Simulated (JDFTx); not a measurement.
## Nb under changes of volume

One of the cells (18.922 Å³/atom); the others are scaled copies at fixed shape and fractional positions:

```xyz
1
Lattice="0.0000 2.1150 2.1150 2.1150 0.0000 2.1150 2.1150 2.1150 0.0000" Properties=species:S:1:pos:R:3 pbc="T T T"
Nb    0.0000    0.0000    0.0000
```

This isn't the form of Nb at room conditions, which is bcc.

| Quantity | Value |
| --- | --- |
| Program | JDFTx 1.7.0 (patched build) |
| Functional | PBE |
| Potentials or basis | PseudoDojo-SR-PBE-0.5-standard with smoothed tails |
| Cutoff | 1116 eV |
| Density cutoff | 4463 eV |
| k mesh | 11 × 11 × 11 |
| Occupations | fermi-dirac, width 0.05 eV |
| Spin | no spin polarisation |

| volume (Å³/atom) | energy over the lowest point (meV/atom) | pressure (GPa) |
| --- | --- | --- |
| 17.786 | 25.20 | 9.3 |
| 18.165 | 7.99 | 5.2 |
| 18.543 | 0.00 | 1.6 |
| 18.922 | 0.35 | -1.7 |
| 19.300 | ? | ? |
| 19.679 | 22.93 | -7.4 |
| 20.057 | 43.70 | -9.9 |

What does the run at 19.300 Å³/atom give?

Energy over the lowest point 8.25 meV/atom; pressure -4.7 GPa.

Worked out: A Birch-Murnaghan fit of order 3 (a polynomial in V^(-2/3)) to the other rows has its minimum at 18.71 Å³/atom with B0 = V·E''(V) = 166 GPa and B' = 4.0. It gives 8.23 meV/atom at 19.300 Å³/atom, against the run's 8.25, and -dE/dV = -4.8 GPa, against -4.7.

Energies are extrapolated to zero smearing.
